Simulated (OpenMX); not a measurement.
CdTe under changes of volume

One of the cells (32.922 Å³/atom); the others are scaled copies at fixed shape and fractional positions:

```
Te Cd
1.0
     0.00000    3.20500    3.20500
     3.20500    0.00000    3.20500
     3.20500    3.20500    0.00000
Te Cd
1 1
Cartesian
  4.8075 4.8075 4.8075
  0.0000 0.0000 0.0000
```

* Program: OpenMX 3.8.5
* Functional: LDA
* Potentials or basis: OpenMX 2013 LDA set, Te7.0-s3p2d2f1, Cd7.0-s3p2d2, fixed grid of 50 × 50 × 50 points
* k mesh: 7 × 7 × 7
* Occupations: fermi-dirac, width 0.05 eV
* Spin: no spin polarisation

```tsv
volume (Å³/atom)	energy over the lowest point (meV/atom)	gap on the mesh (eV)
30.947	30.48	1.23
31.605	?	?
32.263	6.29	1.04
32.922	1.30	0.96
33.580	0.00	0.88
34.239	2.19	0.80
34.897	7.65	0.73
```

Q: What does the run at 31.605 Å³/atom give?

A: Energy over the lowest point 15.85 meV/atom; gap on the mesh 1.13 eV.

Worked out: A Birch-Murnaghan fit of order 3 (a polynomial in V^(-2/3)) to the other rows has its minimum at 33.47 Å³/atom with B0 = V·E''(V) = 44 GPa and B' = 5.1. It gives 15.92 meV/atom at 31.605 Å³/atom, against the run's 15.85. A straight line through the other rows of the gap, of slope -4.16 eV per unit of ln V (its deformation potential), gives 1.13 eV, against the run's 1.13.

Energies are extrapolated to zero smearing.

Caveats: the basis has few d functions beyond the semicore shells, which can make volumes several per cent too large; spin-orbit coupling is left out, which moves the levels of the heavy elements; the basis of atomic orbitals isn't converged, which shifts pressures, moduli and gaps.
